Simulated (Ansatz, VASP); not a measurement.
**CdS (Hawleyite), level by level in two programs**

```
Cd S
1.0
     0.00000    2.97370    2.97370
     2.97370    0.00000    2.97370
     2.97370    2.97370    0.00000
Cd S
1 1
Direct
  0.00000 0.00000 0.00000
  0.75000 0.75000 0.75000
```

Single points on this cell with VASP 6.6.1 and Ansatz 0.2.0. Each row is one pair of runs. Alike in all rows: spin: off; k mesh: 8 × 8 × 8; smearing: fermi-dirac, width 0.05 eV; VASP's potentials, cutoff: VASP PAW PBE potentials, release 64 (Cd, S), 520 eV.

```tsv
level	Ansatz's potentials, cutoff	gap on the k mesh at the Fermi level (eV), VASP	gap on the k mesh at the Fermi level (eV), Ansatz	least direct gap on the mesh (eV), VASP	least direct gap on the mesh (eV), Ansatz	pressure (GPa), VASP	pressure (GPa), Ansatz
RPBE	Ansatz PAW, 420 eV	1.20	1.20	1.20	1.20	1.8	1.5
revPBE+D3(BJ)	Ansatz PAW, 420 eV	1.16	1.16	1.16	1.16	-2.7	-3.0
BLYP+D4	Ansatz PAW, 420 eV	0.98	0.95	0.98	0.95	-1.3	-1.6
r2SCAN	Ansatz PAW, 500 eV	1.46	?	1.46	?	-1.7	?
```

Q: Fill in what Ansatz gave in row 4.

A: gap on the k mesh at the Fermi level (eV): 1.46; least direct gap on the mesh (eV): 1.46; pressure (GPa): -2.0.

Caveats: the PAW data sets were made with another functional, which shifts forces and pressure a little (VASP); the PAW data sets come from PBE, with cores solved anew for the run's functional, which leaves a small shift of forces and pressure (Ansatz).
